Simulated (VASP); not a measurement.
# PtSe (F-43m) in VASP: further runs

The runs below take PtSe through single point, optical spectrum, density of states, electric field gradients, with PBE+U, PBE.

All numbers are computed with VASP 6.6.1; they aren't measurements. Logs are shortened: lines on timing, memory, paths and dates and some standing lists are left out, and cuts for length are marked.

## Step 1: The crystal as given

The structure is cubic, space group F-43m (No. 216). Conventional cell: a = 6.075 Å, b = 6.075 Å, c = 6.075 Å, α = 90.00°, β = 90.00°, γ = 90.00°. Pt (site symmetry -43m) has 4 Se at 2.63 Å as nearest neighbours. Se (site symmetry -43m) has 4 Pt at 2.63 Å as nearest neighbours.

The cell comes from a database or a generator and needn't be the stable form of this composition.

## Step 2: Single point, PBE+U, non-collinear spin, random start

Input file INCAR:

```
PREC     = Accurate       # precision mode
ENCUT    = 520            # plane-wave cutoff, eV
EDIFF    = 1E-6           # SCF threshold, eV
ISMEAR   = 0              # smearing method
SIGMA    = 0.05           # smearing width, eV
LREAL    = F              # projectors in reciprocal space
LASPH    = T              # aspherical terms in the spheres
NELM     = 80             # most SCF steps
ALGO     = Normal         # electronic algorithm
ISIF     = 2              # what is computed and relaxed
LWAVE    = F              # write WAVECAR
LCHARG   = F              # write CHGCAR
LNONCOLLINEAR= T              # non-collinear magnetism
MAGMOM   = 0.352 -0.343 -0.225 0 0 0 # initial moments
LORBIT   = 11             # projections on sites
LMAXMIX  = 4              # l up to which the mixer works
LDAU     = T              # DFT+U
LDAUTYPE = 2            
LDAUL    = 2 -1           # shell
LDAUU    = 2 0            # U, eV
LDAUJ    = 0 0          
LDAUPRINT= 1            
GGA      = PE             # functional
NBANDS   = 28             # bands
```

Input file KPOINTS:

```
Automatic mesh
0
Gamma
  5 5 5
```

Input file POSCAR:

```
PtSe
1.0
    0.0000000000      3.0374472300      3.0374472300
    3.0374472300      0.0000000000      3.0374472300
    3.0374472300      3.0374472300      0.0000000000
Pt Se
1 1
Direct
    0.0000000000      0.0000000000      0.0000000000
    0.2500000000      0.2500000000      0.2500000000
```

Potentials or basis: VASP PAW PBE potentials, release 64 (Pt, Se).

The run is started by

```console
> cat potpaw_PBE.64/Pt/POTCAR potpaw_PBE.64/Se/POTCAR > POTCAR
> mpirun -np 1 vasp_ncl > vasp.out
```

OUTCAR:

```text
PREC = Accurate
   ENCUT = 520
   EDIFF = 1E-6
   ISMEAR = 0
   LREAL = F
   LASPH = T
   NELM = 80
   ISIF = 2
   LNONCOLLINEAR = T
   LORBIT = 11
   GGA = PE

 ion  position               nearest neighbor table
   1  0.000  0.000  0.000-   2 2.63   2 2.63   2 2.63   2 2.63
   2  0.250  0.250  0.250-   1 2.63   1 2.63   1 2.63   1 2.63

  LATTYP: Found a face centered cubic cell.
 ALAT       =     6.0748944600

  Lattice vectors:

 A1 = (   0.0000000000,   3.0374472300,   3.0374472300)
 A2 = (   3.0374472300,   0.0000000000,   3.0374472300)
 A3 = (   3.0374472300,   3.0374472300,   0.0000000000)

Analysis of symmetry for initial positions (statically):
=====================================================================
 Subroutine PRICEL returns:
 Original cell was already a primitive cell.

 Routine SETGRP: Setting up the symmetry group for a
 face centered cubic supercell.

 Subroutine GETGRP returns: Found 24 space group operations
 (whereof 24 operations were pure point group operations)
 out of a pool of 48 trial point group operations.

The static configuration has the point symmetry T_d .

Analysis of symmetry for dynamics (positions and initial velocities):
=====================================================================
 Subroutine PRICEL returns:
 Original cell was already a primitive cell.

 Routine SETGRP: Setting up the symmetry group for a
 face centered cubic supercell.

 Subroutine GETGRP returns: Found 24 space group operations
 (whereof 24 operations were pure point group operations)
 out of a pool of 48 trial point group operations.

The dynamic configuration has the point symmetry T_d .

Analysis of structural, dynamic, and magnetic symmetry:
=====================================================================
 Subroutine PRICEL returns:
 Original cell was already a primitive cell.

 Routine SETGRP: Setting up the symmetry group for a
 face centered cubic supercell.

 Subroutine GETGRP returns: Found  1 space group operations
 (whereof  1 operations were pure point group operations)
 out of a pool of 48 trial point group operations.

The overall configuration has the point symmetry C_1 .

 Subroutine INISYM returns: Found  1 space group operations
 (whereof  1 operations are pure point group operations),
 and found     1 'primitive' translations

----------------------------------------------------------------------------------------

                                     Primitive cell

  volume of cell :      56.0475

  direct lattice vectors                    reciprocal lattice vectors
     0.000000000  3.037447230  3.037447230    -0.164611913  0.164611913  0.164611913
     3.037447230  0.000000000  3.037447230     0.164611913 -0.164611913  0.164611913
     3.037447230  3.037447230  0.000000000     0.164611913  0.164611913 -0.164611913

  length of vectors
     4.295599068  4.295599068  4.295599068     0.285116197  0.285116197  0.285116197

  position of ions in fractional coordinates (direct lattice)
     0.000000000  0.000000000  0.000000000
     0.250000000  0.250000000  0.250000000

  ion indices of the primitive-cell ions
   primitive index   ion index
                 1           1
                 2           2

----------------------------------------------------------------------------------------

 KPOINTS: Automatic mesh

Automatic generation of k-mesh.
 Grid dimensions read from file:
[... 101 lines left out ...]
  energy-cutoff  :      520.00
  volume of cell :       56.05
 maximum number of plane-waves:      3048
   NGX = 15   NGY = 15   NGZ = 15

 number of electron      16.0000002 magnetization       0.0296284     -0.0288340     -0.0188968

 Free energy of the ion-electron system (eV)
  ---------------------------------------------------
  ext. energy  EPLUGINS =         0.00000000
  ---------------------------------------------------
  free energy    TOTEN  =        -7.63292670 eV

  energy without entropy =       -7.62832086  energy(sigma->0) =       -7.63062378

atom =   1  type =  1  l = 2

 onsite density matrix

spin component  1

  0.7920  0.0000  0.0000  0.0000 -0.0000     -0.0000  0.0000  0.0000  0.0000 -0.0000
  0.0000  0.7920  0.0000 -0.0000 -0.0000     -0.0000  0.0000  0.0000 -0.0000 -0.0000
  0.0000  0.0000  0.8808  0.0000 -0.0000     -0.0000 -0.0000  0.0000  0.0000  0.0000
  0.0000 -0.0000  0.0000  0.7920  0.0000     -0.0000  0.0000 -0.0000  0.0000  0.0000
 -0.0000 -0.0000 -0.0000  0.0000  0.8808      0.0000  0.0000 -0.0000 -0.0000  0.0000
[... 19 lines left out ...]
  0.7947 -0.0000 -0.0000 -0.0000  0.0000     -0.0000  0.0000 -0.0000 -0.0000 -0.0000
 -0.0000  0.7947 -0.0000  0.0000  0.0000     -0.0000 -0.0000 -0.0000 -0.0000  0.0000
 -0.0000 -0.0000  0.8817 -0.0000  0.0000      0.0000  0.0000 -0.0000 -0.0000 -0.0000
 -0.0000  0.0000 -0.0000  0.7947 -0.0000      0.0000  0.0000  0.0000 -0.0000 -0.0000
  0.0000  0.0000  0.0000 -0.0000  0.8817      0.0000 -0.0000  0.0000  0.0000 -0.0000

 occupancies and eigenvectors

  o =  0.7901  v = -0.2932  0.5598  0.0000 -0.5130  0.0000  0.1350 -0.2123  0.0000  0.1527  0.0000      0.0000 -0.1014 -0.0000  0.1868  0.0000 -0.1313  0.2976 -0.0000 -0.3160 -0.0000
  o =  0.7901  v =  0.7885  0.2048 -0.0000 -0.1953  0.0000 -0.3629 -0.0743 -0.0000  0.0619  0.0000      0.0000 -0.0453 -0.0000  0.0622  0.0000  0.3534  0.1128  0.0000 -0.1162 -0.0000
  o =  0.7901  v =  0.0111  0.2203 -0.0000  0.3158 -0.0000 -0.0053 -0.3432 -0.0000 -0.3772 -0.0000      0.0000  0.5401 -0.0000  0.5178 -0.0000  0.0047 -0.1497 -0.0000 -0.0966  0.0000
  o =  0.7965  v =  0.3145 -0.2651 -0.0000 -0.3491  0.0000  0.3509 -0.3193  0.0000 -0.3736 -0.0000      0.0000 -0.0215  0.0000  0.0146  0.0000 -0.3419  0.2645 -0.0000  0.3959  0.0000
  o =  0.7965  v = -0.3879 -0.3322  0.0000 -0.1073  0.0000 -0.4325 -0.2571 -0.0000 -0.2232 -0.0000      0.0000  0.1044 -0.0000 -0.0953  0.0000  0.4209  0.4770  0.0000  0.0103 -0.0000
  o =  0.7965  v = -0.2068  0.2189  0.0000 -0.3302  0.0000 -0.2307 -0.0038 -0.0000 -0.1503  0.0000      0.0000 -0.2285 -0.0000  0.2009 -0.0000  0.2246 -0.4923  0.0000  0.5823  0.0000
  o =  0.8802  v = -0.0000 -0.0000 -0.6881 -0.0000  0.1532 -0.0000 -0.0000  0.1246  0.0000 -0.1443      0.0000 -0.0000  0.4288  0.0000  0.1647  0.0000 -0.0000 -0.5057  0.0000 -0.0072
  o =  0.8802  v =  0.0000  0.0000  0.1814  0.0000  0.5952  0.0000 -0.0000 -0.0239  0.0000 -0.5206      0.0000 -0.0000 -0.1330  0.0000  0.5505 -0.0000 -0.0000  0.1425 -0.0000  0.0133
  o =  0.8824  v =  0.0000  0.0000  0.4371  0.0000  0.0223 -0.0000 -0.0000  0.8036 -0.0000  0.1617      0.0000 -0.0000  0.2909  0.0000  0.1259  0.0000  0.0000 -0.1502 -0.0000  0.1162
  o =  0.8824  v =  0.0000  0.0000  0.1093 -0.0000 -0.1131 -0.0000 -0.0000  0.1940  0.0000 -0.6830      0.0000  0.0000  0.0664 -0.0000 -0.5128  0.0000  0.0000 -0.0447  0.0000 -0.4491

 number of electron      16.0000002 magnetization       0.0277655     -0.0270345     -0.0177172

 Free energy of the ion-electron system (eV)
  ---------------------------------------------------
  ext. energy  EPLUGINS =         0.00000000
  ---------------------------------------------------
  free energy    TOTEN  =        -7.63295778 eV

  energy without entropy =       -7.62829188  energy(sigma->0) =       -7.63062483

 E-fermi :   2.8613     XC(G=0):  -9.1096

 val. band max:        2.7731894730   @ k =   0.2000   0.2000   0.0000
 cond. band min:       2.8778188753   @ k =  -0.2000  -0.4000  -0.4000
 fundamental gap:      0.1046294023
 Fermi energy:         2.8612987085

 k-point     1 :       0.0000    0.0000    0.0000
  band No.  band energies     occupation
      1     -10.6953      1.00000
      2     -10.6840      1.00000
      3      -1.5579      1.00000
      4      -1.5579      1.00000
      5      -1.5579      1.00000
      6      -1.5347      1.00000
[... 733 lines left out ...]
     27      13.2063      0.00000
     28      13.2170      0.00000

 [... further k-points ...]

------------------------ aborting loop because EDIFF is reached ----------------------------------------

  FORCE on cell =-STRESS in cart. coord.  units (eV):
  Direction    XX          YY          ZZ          XY          YZ          ZX
  --------------------------------------------------------------------------------------
  -------------------------------------------------------------------------------------
  Total       -3.9584587     -3.9584584     -3.9584580      0.0000022     -0.0000003     -0.0000002
  in kB     -113.1567552   -113.1567439   -113.1567333      0.0000621     -0.0000080     -0.0000048
  external PRESSURE =    -113.1567441 kB  Pullay stress =       0.0000000 kB

 VOLUME and BASIS-vectors are now :
 -----------------------------------------------------------------------------
  energy-cutoff  :      520.00
  volume of cell :       56.05
      direct lattice vectors                 reciprocal lattice vectors
     0.000000000  3.037447230  3.037447230    -0.164611913  0.164611913  0.164611913
     3.037447230  0.000000000  3.037447230     0.164611913 -0.164611913  0.164611913
     3.037447230  3.037447230  0.000000000     0.164611913  0.164611913 -0.164611913

 POSITION                                       TOTAL-FORCE (eV/Angst)
 -----------------------------------------------------------------------------------
      0.00000      0.00000      0.00000         0.000001      0.000001     -0.000001
      1.51872      1.51872      1.51872        -0.000001     -0.000001      0.000001
 -----------------------------------------------------------------------------------
    total drift:                               -0.000001     -0.000001     -0.000000

  FREE ENERGIE OF THE ION-ELECTRON SYSTEM (eV)
  ---------------------------------------------------
  free  energy   TOTEN  =        -7.6329577822 eV

  energy  without entropy=       -7.6282918778  energy(sigma->0) =       -7.63062483

 total charge

# of ion       s       p       d       tot
------------------------------------------
    1        0.554   0.306   8.238   9.097
    2        1.483   2.093   0.062   3.638
--------------------------------------------------
tot          2.037   2.399   8.300  12.736

 magnetization (x)

# of ion       s       p       d       tot
------------------------------------------
    1        0.001   0.001   0.016   0.018
    2        0.001   0.005   0.000   0.006
--------------------------------------------------
tot          0.001   0.007   0.016   0.023

 magnetization (y)

# of ion       s       p       d       tot
------------------------------------------
    1       -0.001  -0.001  -0.015  -0.017
    2       -0.001  -0.005  -0.000  -0.006
--------------------------------------------------
tot         -0.001  -0.006  -0.015  -0.023

 magnetization (z)

# of ion       s       p       d       tot
------------------------------------------
    1       -0.000  -0.001  -0.010  -0.011
    2       -0.000  -0.003  -0.000  -0.004
--------------------------------------------------
tot         -0.001  -0.004  -0.010  -0.015
```

It took 4.4 min on 1 thread of Intel Xeon 6975P-C (Granite Rapids), shared host; peak memory 0.5 GiB.

What came out:

| Quantity | Value |
| --- | --- |
| Free energy | -7.6330 eV |
| Pressure | -11.3 GPa |
| Band gap on the k mesh | none (metal or under the smearing width) |
| Net moment | 0.04 μB per cell |
| Valence electrons inside the program's atomic spheres | Pt 9.10; Se 3.64 |

Moments on the atoms (μB; x, y, z):
```
Pt   0.02 -0.02 -0.01
Se   0.01 -0.01  0.00
```

The run has no spin-orbit coupling, so splittings on Pt are missing. The state reached can hang on the start; a lower one may exist.

(Part 1 of 3 ends here.)
